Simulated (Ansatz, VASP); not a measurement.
# Sn4S in VASP and in Ansatz

INCAR

```
ALGO = Normal
EDIFF = 1E-6
ENCUT = 520
GGA = PE
ISIF = 2
ISMEAR = 0
LASPH = True
LCHARG = False
LREAL = False
LWAVE = False
NBANDS = 39
NELM = 80
PREC = Accurate
SIGMA = 0.1
```

The input KPOINTS:

```
k-points
0
Gamma
  4 4 4
```

The input POSCAR:

```
Sn4S
1.0
   -3.1922277600      3.1922277600      3.1922277600
    3.1922277600     -3.1922277600      3.1922277600
    3.1922277600      3.1922277600     -3.1922277600
Sn S
4 1
Direct
    0.0000000000      0.0000000000      0.5000000000
    0.5000000000      0.0000000000      0.0000000000
    0.5000000000      0.5000000000      0.5000000000
    0.0000000000      0.5000000000      0.0000000000
    0.0000000000      0.0000000000      0.0000000000
```

Input for Ansatz:

```yaml
crystal:
  lattice:
    - [-3.19222776, 3.19222776, 3.19222776]
    - [3.19222776, -3.19222776, 3.19222776]
    - [3.19222776, 3.19222776, -3.19222776]
  atoms:
    - { symbol: Sn, position: [0.0, 0.0, 0.5] }
    - { symbol: Sn, position: [0.5, 0.0, 0.0] }
    - { symbol: Sn, position: [0.5, 0.5, 0.5] }
    - { symbol: Sn, position: [0.0, 0.5, 0.0] }
    - { symbol: S, position: [0.0, 0.0, 0.0] }
basis:
  ecutwfc: 420
kpoints:
  mp_grid: { grid: [4, 4, 4] }
hamiltonian:
  xc: pbe
scf:
  occupations: { method: gaussian, width: 0.1 }
  lower_state_search: "off"
output:
  forces: true
  stress: true
  eigenvalues: true
```

Change from the starting cell: species swapped into the NiHg4 type (Im-3m, No. 229).

Alike in both runs: task single point; functional PBE; k mesh 4 × 4 × 4; occupations gaussian, width 0.1 eV; no spin polarisation.

|  | VASP | Ansatz |
| --- | --- | --- |
| version | VASP 6.6.1 | Ansatz 0.2.0 |
| potentials or method | VASP PAW PBE potentials, release 64 (Sn_d, S) | scalar-relativistic, plane waves, PAW |
| plane-wave cutoff (eV) | 520 | 420 |
| valence electrons in the cell | 62 | 62 |

```csv
,VASP,Ansatz,Ansatz less VASP
gap on the k mesh at the Fermi level (eV),none,none,-
pressure (GPa),6.9,7.0,+0.05
```

A gap of «none» marks a metal or a gap that the smearing closes. With one functional, cell and mesh, what is left measures potentials, basis and numerics.
